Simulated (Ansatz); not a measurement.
# Pt (Fm-3m) in Ansatz: single point with RPBE

Aim: the single point of Pt with RPBE.

Everything below comes from runs of Ansatz 0.2.0. Logs are shortened: lines on timing, memory, paths and dates and some standing lists are left out, and cuts for length are marked.

## Step 1: The crystal as given

The structure is cubic, space group Fm-3m (No. 225). Conventional cell: a = 3.922 Å, b = 3.922 Å, c = 3.922 Å, α = 90.00°, β = 90.00°, γ = 90.00°. Around Pt (site symmetry m-3m) lie 12 Pt at 2.77 Å.

## Step 2: Single point, RPBE

File input.yaml:

```yaml
crystal:
  lattice:
    - [0.0, 1.9609, 1.9609]
    - [1.9609, 0.0, 1.9609]
    - [1.9609, 1.9609, 0.0]
  atoms:
    - { symbol: Pt, position: [0.0, 0.0, 0.0] }
hamiltonian:
  xc: rpbe
  pseudopotentials: { kind: paw }
kpoints:
  mp_grid: { grid: [12, 12, 12] }
scf:
  occupations: { method: gaussian, width: 0.02 }
output:
  forces: true
  stress: true
  eigenvalues: true
```

Potentials or basis: Ansatz PAW.

Started as:

```
$ ansatz run input.yaml --threads 2 --pin off --max-ram 5632MiB --backend cpu --events-out ev --progress --plain --runs-dir out
```

The program printed:

```text
Warning: RAYON_NUM_THREADS=2 ignored (pool sized by the plan → 2); use --threads N
Engine: ansatz 0.2.0, x86_64-unknown-linux-gnu
Pseudopotentials: kind: paw
Pseudopotential: Pt, paw, valence charge 18, recommended cutoff 420 eV (normal), Pt.paw.azcp
Functional definition: RPBE
  parameter kappa = 0.804
  parameter beta = 0.06672455060314922
  exchange = rpbe_x(kappa = kappa, mu = beta*pi^2/3)
  correlation = pbe_c(beta = beta)
Crystal: 1 atoms, lattice volume = 15.080 Å³
Basis set: ecut = 420 eV, 283 PW (Γ), exchange–correlation on 40×40×40 points (8 copies of the dense FFT grid, shifted against one another)
Bands: 13, of which v1, the nominal top of the filled ones, is band 9 counted from 1 (8 counted from 0)
Symmetry: 48 space group operations
Space group: Fm-3m (ITA 225), of the structure as read, at distance tolerance 2.5e-5 Å
k-points: 72 of 1728
Non-local potential: Pt, projectors of the file, l = 0: 3, l = 1: 2, l = 2: 2, l = 3: 1
PAW form: soft (Blöchl's): semilocal exchange-correlation on the pseudo side does not see the compensation charge
PAW frozen core: Pt, regenerated for the run's functional, and the local potential with it (the file was generated under x = pbe(κ = 0.804, μ = 0.2195149727645171), c = pbe(β = 0.06672455060314922))
PAW one-centre angular grid: Pt, 590 points (default); XC on 64 Gauss nodes
Initial density: superposition of atomic densities (neutral atoms: chi_scale 0, normalization atom), corrected by the library's trained network
Initial wavefunctions: pseudopotential atomic-orbital guess
Functional: x = rpbe, c = pbe(β = 0.06672455060314922)
SCF iter   1: F=—  HF=-12536.751813 eV  |F-HF|=—  |Δ(HF+E_count)|=         —  Δρ=4.66e-3  dr2=1.75e-3  ethr=1.77e-3  ⟨swp⟩=5.5  Hψ=4981  notcnv=0
preconditioner: auto → none  [metal: Δε(μ)=0.004 eV  Ē_g=14.235 eV  σ=0.020 eV  W_gap=0.12  n_scr=8 (ndim 8)  ℏωp=30.2 eV  f_vac=0.000  D(μ)=5.91/eV (n_scr^D=168)  sad-step TF]
SCF iter   2: F=—  HF=-12536.752238 eV  |F-HF|=—  |Δ(HF+E_count)|=   4.25e-4  Δρ=2.25e-3  dr2=3.05e-4  ethr=9.70e-6  ⟨swp⟩=2.1  Hψ=2032  notcnv=0  defer=3
SCF iter   3: F=—  HF=-12536.752384 eV  |F-HF|=—  |Δ(HF+E_count)|=   1.46e-4  Δρ=3.60e-4  dr2=4.15e-6  ethr=1.69e-6  ⟨swp⟩=2.0  Hψ=1441  notcnv=0  defer=3
SCF iter   4: F=—  HF=-12536.752394 eV  |F-HF|=—  |Δ(HF+E_count)|=   9.79e-6  Δρ=2.51e-5  dr2=4.11e-8  ethr=2.31e-8  ⟨swp⟩=2.1  Hψ=1315  notcnv=0  defer=3
iter 5 did not close the SCF: its close was put off for the readings that it lacked (scf_convergence_deferred on its scf_iter line)
SCF iter   5: F=-12536.752394 eV  HF=-12536.752394 eV  |F-HF|=8.37e-10  |Δ(HF+E_count)|=   1.79e-9  Δρ=7.57e-6  dr2=3.89e-9  ethr=2.28e-10  ⟨swp⟩=1.9  Hψ=1312  notcnv=0  defer=3
SCF iter   6: F=-12536.752394 eV  HF=-12536.752394 eV  |F-HF|=7.28e-12  |Δ(HF+E_count)|=  1.02e-10  Δρ=8.11e-7  dr2=2.81e-11  ethr=2.16e-11  ⟨swp⟩=1.6  Hψ=3005  notcnv=0
SCF 1 converged in 6 iterations: F = -12536.752394 eV  dr2 = 2.81e-11
SCF converged after 6 iterations
Free energy (F): -12536.752394 eV
Harris-Foulkes:  -12536.752394 eV  (|F-HF|=7.28e-12)
Internal energy: -12536.751220 eV  (E = F + TS)
E sigma→0 (E₀):  -12536.751807 eV
Entropy (-TS):   -0.001174 eV (-1.174 meV/atom)
Fermi energy:    23.517393 eV
--- Per-component energies (eV) ---
  E_band       = -126.447129
  E_kinetic    = 638.603517
  E_local      = -1461.313130  (includes V_loc(G=0)·N_el)
  E_nonlocal   = 199.187607
  E_hartree    = 544.024461
  E_xc         = -262.425270
  E_vxc        = -303.317119  (∫ρ·V_xc dr)
  E_paw        = -9467.649950  (= ΣΔE_a)
  E_vpaw       = -287.657012  (= ΣTr[D̂ρ^β])
  E_aug_tail   = 0.000212  (compensation charges beyond the density's cutoff)
  E_ewald      = -2727.141345
  E_core_change = -0.037321  (= ΣΔE_core)
  E_smearing   = -0.001174  (= −TS)
  E_closure    = 0.000000  (closes the sum)
  Σ components = -12536.752394   (vs F -12536.752394, Δ=0.00e0)
--- Forces (eV/Å), atoms counted from 1 ---
  atom   1  Pt    -0.00000000    -0.00000000     0.00000000
  max |Σ_I F_I| component: 8.22e-32 eV/Å
--- Stress (GPa, compression-positive) ---
       14.490414       0.000000      -0.000000
        0.000000      14.490414       0.000000
       -0.000000      -0.000000      14.490414
  P = ⅓ Tr σ = 14.4904 GPa (144.904 kbar)
--- Band table (eV; the first three rows and the last of 72) ---
  k-point 0: bands = ["-74.9710", "-28.9917", "-28.9917", "-28.9917", "13.2874", "19.7033", "19.7033", "19.7033", "21.8565", "21.8565", "38.1099", "43.0709", "43.0709"]
  k-point 1: bands = ["-74.9687", "-29.0243", "-28.9964", "-28.9964", "13.5661", "19.5827", "19.8114", "19.8114", "21.7986", "21.7986", "38.5317", "41.7446", "43.4920"]
  k-point 2: bands = ["-74.9626", "-29.1127", "-29.0092", "-29.0092", "14.3379", "19.3424", "20.0311", "20.0311", "21.7528", "21.7528", "39.3822", "39.5266", "44.6642"]
  k-point 71: bands = ["-74.9265", "-29.3070", "-29.3070", "-29.1742", "17.8194", "18.9367", "18.9367", "21.4873", "23.9989", "30.6677", "31.7957", "31.7957", "35.5371"]
```

Wall time 0.75 s (2 threads of AMD EPYC 7R43 (Zen 3), shared host); peak memory 0.33 GiB.

What came out:

| Property | Result |
| --- | --- |
| Free energy | -12536.7524 eV |
| Pressure | 14.5 GPa |
| Band gap on the k mesh | none (metal or under the smearing width) |

Levels at points of the mesh, in eV from the Fermi level:
| k point | band 7 | band 8 | band 9 | band 10 | band 11 | band 12 |
| --- | --- | --- | --- | --- | --- | --- |
| (0.00, 0.00, 0.00) | -3.81 | -3.81 | -1.66 | -1.66 | 14.59 | 19.55 |
| (0.00, 0.00, -0.50) | -3.88 | -0.50 | 0.02 | 0.02 | 5.86 | 14.16 |
| (0.00, -0.50, -0.50) | -0.02 | 0.48 | 0.48 | 1.76 | 8.90 | 11.40 |

Caveat: the PAW data sets come from PBE, with cores solved anew for the run's functional, which leaves a small shift of forces and pressure.
